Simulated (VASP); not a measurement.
Here is a VASP 6.6.1 calculation.

The input INCAR:

```
  ALGO = Fast
  EDIFF = 1E-6
  ENCUT = 520
  GGA = PE
  ISIF = 2
  ISMEAR = 0
  LASPH = T
  LCHARG = F
  LREAL = F
  LWAVE = F
  NELM = 80
  PREC = Accurate
  SIGMA = 0.028000000000000004
```

File KPOINTS:

```
k-points
0
Gamma
  8 8 8
```

The input POSCAR:

```
GaAs
1.0
    0.0000000000      2.8268500000      2.8268500000
    2.8268500000      0.0000000000      2.8268500000
    2.8268500000      2.8268500000      0.0000000000
As Ga
1 1
Direct
    0.7500000000      0.7500000000      0.7500000000
    0.0000000000      0.0000000000      0.0000000000
```

Potentials or basis: VASP PAW PBE potentials, release 64 (As, Ga_d).

Command:

```console
$ cat potpaw_PBE.64/As/POTCAR potpaw_PBE.64/Ga_d/POTCAR > POTCAR
$ mpirun -np 1 vasp_std > vasp.out
```

**Question.** Predict the pressure.

**Answer.** 3.5 GPa.

**Question.** What does it give for the band gap on the k mesh?

**Answer.** 0.52 eV, direct.

**What was measured.**

“Evidence of valence band perturbations in GaAsN/GaAs(001): A combined variable-angle spectroscopic ellipsometry and modulated photoreflectance investigation”, 2008, arxiv:0805.2212 reports, for a bulk crystal of GaAs at 300 K: band gap 1.418 ± 0.005 eV (direct).

Measured gap of GaAs: 1.418 eV (direct; 300 K; “Evidence of valence band perturbations in GaAsN/GaAs(001): A combined variable-angle spectroscopic ellipsometry and modulated photoreflectance investigation”, 2008, arxiv:0805.2212). This calculation gives 0.52 eV (-0.90 eV). 3 values of this kind are on record (1.412 to 1.51 eV); this one was drawn at random among those near their median, those with a stated uncertainty first. Spin-orbit coupling on As, Ga is left out. The value is that of PBE on a finite k mesh, which can miss the band edges, without temperature or zero-point motion. Semilocal functionals fall short of measured gaps as a rule.
